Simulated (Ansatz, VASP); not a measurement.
# Two plane-wave programs on PtSe2

```xyz
3
Lattice="1.8205 1.0511 5.4845 -1.8205 1.0511 5.4845 0.0000 -2.1021 5.4845" Properties=species:S:1:pos:R:3 pbc="T T T"
Pt    0.0000    0.0000   -0.0126
Se    0.0000    0.0000    6.9431
Se    0.0000    0.0000    4.0385
```

The cell was built by a generator and needn't be a form met in nature.

Alike in both runs: task single point; functional PBEsol; k mesh 6 × 6 × 6; occupations fermi-dirac, width 0.02 eV; no spin polarisation.

```csv
,VASP,Ansatz
version,VASP 6.6.1,Ansatz 0.2.0
potentials or method,"VASP PAW PBE potentials, release 64 (Pt, Se)","plane waves, PAW"
plane-wave cutoff (eV),520,420
valence electrons in the cell,22,50
```

VASP gave:

```
pressure (GPa)                                  : -1.2
largest component of the traceless stress (GPa) : 0.25
rms of the force components (eV/Å)              : 0.026
```

Question: What did Ansatz give for the same quantities?

Answer: Pressure (GPa): -1.3; largest component of the traceless stress (GPa): 0.24; rms of the force components (eV/Å): 0.021.

Atom by atom the forces differ by 0.005 eV/Å (rms over components). The two sets of potentials don't hold the same shells in valence.

Caveats: the PAW data sets were made with another functional, which shifts forces and pressure a little (VASP). Spin-orbit coupling is left out, which matters for the levels of Pt.
